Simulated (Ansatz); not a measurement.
# C: the cost of one run

Program: Ansatz 0.2.0. Level of theory: DFT r2SCAN, scalar-relativistic, plane waves, PAW. These are calculated values, not measurements.

A COD entry behind a cell of this session may itself be a prediction, so a difference from it is no test against experiment.

1 further run of the same task is left out (set aside as unsound or not needed). Runs told in other sessions of the task aren't counted.

### Step 1. The structure to begin with

The structure is hexagonal, space group P6_3/mmc (No. 194). The conventional cell has a = 2.503 Å, b = 2.503 Å, c = 4.169 Å, α = 90.00°, β = 90.00°, γ = 120.00°. C (site symmetry 3m) is surrounded by 4 C at 1.54 to 1.56 Å.

Structure file:

```cif
data_structure
_symmetry_space_group_name_H-M 'P 1'
_symmetry_Int_Tables_number 1
_cell_length_a 2.5032
_cell_length_b 2.5032
_cell_length_c 4.1689
_cell_angle_alpha 90.000
_cell_angle_beta 90.000
_cell_angle_gamma 120.000
_cell_volume 22.62
loop_
_atom_site_label
_atom_site_type_symbol
_atom_site_fract_x
_atom_site_fract_y
_atom_site_fract_z
_atom_site_occupancy
C1 C 0.33333 0.66667 0.06273 1
C2 C 0.66667 0.33333 0.56273 1
C3 C 0.33333 0.66667 0.43727 1
C4 C 0.66667 0.33333 0.93727 1
```

It is the result of an earlier relaxation at this level (volume 5.66 Å³/atom; gap on the mesh: 3.60 eV).

### Step 2. The reference cell

Reference values: F = -1006.1127 eV; pressure 0.00 GPa; largest force 0.000 eV/Å; gap on the mesh 3.60 eV. It was computed beforehand with the settings of the runs below.

### Step 3. Setting up moving one atom along a line

Atom 1 (C) is moved by x along the Cartesian unit vector (-0.814, -0.470, -0.340); the cell and all other atoms stay fixed. Forces below are components along that vector, summed over the moved atoms. In a periodic cell its images move with it.

### Step 4. x = -0.200 Å

input.yaml reads:

```yaml
crystal:
  lattice:
    - [2.5031935029, 0.0, 0.0]
    - [-1.2515967514, 2.1678291641, 0.0]
    - [0.0, 0.0, 4.1688841719]
  atoms:
    - { symbol: C, position: [0.4200846241, 0.710042312, 0.0790601701] }
    - { symbol: C, position: [0.6666666667, 0.3333333333, 0.5627335268] }
    - { symbol: C, position: [0.3333333333, 0.6666666667, 0.4372664732] }
    - { symbol: C, position: [0.6666666667, 0.3333333333, 0.9372664732] }
basis:
  ecutwfc: 500
kpoints:
  mp_grid: { grid: [12, 12, 6] }
hamiltonian:
  xc: r2scan
scf:
  occupations: { method: gaussian, width: 0.05 }
output:
  forces: true
  stress: true
  eigenvalues: true
```

The run is started by

```sh
> ansatz run input.yaml --threads 1 --pin off --max-ram 2560MiB --backend cpu --events-out ev --progress --plain --runs-dir out
```

What time and memory should one allow on 1 thread of Arm Neoverse V1, shared host?

About 16 s, with a peak of 0.41 GiB.
